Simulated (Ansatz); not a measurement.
Two isomers of C4H6O: A = `CC1(O)C=C1`, B = `C=CC(C)=O`.

Isolated molecules relaxed with PBE0-D4/def2-TZVP in Ansatz; ΔE leaves out vibrations. CCSD(T)/CBS is the MP2 limit (def2-TZVPP, def2-QZVPP) plus CCSD(T) − MP2 in def2-TZVPP, frozen cores. DFT in def2-TZVPP. B3LYP here is the variant with VWN-RPA as its local correlation; programs differ in this. One conformer a species, not always the lowest.

A:

Z-matrix (Å, degrees):
```
C
C 1 1.502
H 1 1.093 2 110.3
H 1 1.090 2 110.6 3 -120.6
H 1 1.093 2 110.3 3 118.8
O 2 1.410 1 107.9 3 -59.4
C 2 1.480 1 123.9 3 152.7
C 2 1.479 1 123.9 3 88.6
H 6 0.961 2 107.9 1 -180.0
H 7 1.080 2 148.0 1 73.7
H 8 1.080 2 148.0 1 -73.7
```

B:

Z-matrix (Å, degrees):
```
C
C 1 1.506
H 1 1.088 2 108.9
H 1 1.093 2 110.8 3 -120.5
H 1 1.093 2 110.7 3 120.4
C 2 1.481 1 119.1 3 179.6
O 2 1.211 1 121.4 3 -0.4
C 6 1.328 2 124.9 1 -0.0
H 6 1.086 2 113.9 1 180.0
H 8 1.084 6 121.4 2 180.0
H 8 1.084 6 122.0 2 -0.0
```

Q: Which isomer does CCSD(T)/CBS put lower? Give the gap. (Estimate.)

A: The calculation gave: B, by 178.0 kJ/mol.

Q: Give E(B) − E(A) in kJ/mol with ωB97M-V, HF/def2-TZVPP, MP2/def2-TZVPP, r2SCAN-D4, CCSD(T)/def2-SVP, PBE-D4, B3LYP-D4. (Best estimate.)

A: Computed: ωB97M-V -176.4, HF/def2-TZVPP -209.4, MP2/def2-TZVPP -171.3, r2SCAN-D4 -181.3, CCSD(T)/def2-SVP -189.6, PBE-D4 -175.2, B3LYP-D4 -194.1. None reverses the order clearly.

Q: Does the order hold for the free energy at 298.15 K (harmonic terms from PBE0-D4)? (Best estimate.)

A: Computed: Yes: G(B) − G(A) = -178.5 kJ/mol, for one conformer each.

Largest T1 diagnostic: 0.014.

In def2-TZVPP, CCSD(T) changes the Hartree–Fock value by +25.3 kJ/mol (the triples alone add −0.1 kJ/mol) and MP2 by +38.1 kJ/mol. From PBE to PBE0 (25 % exact exchange), in def2-TZVPP and without D4, E(B) − E(A) moves by +4.6 kJ/mol.
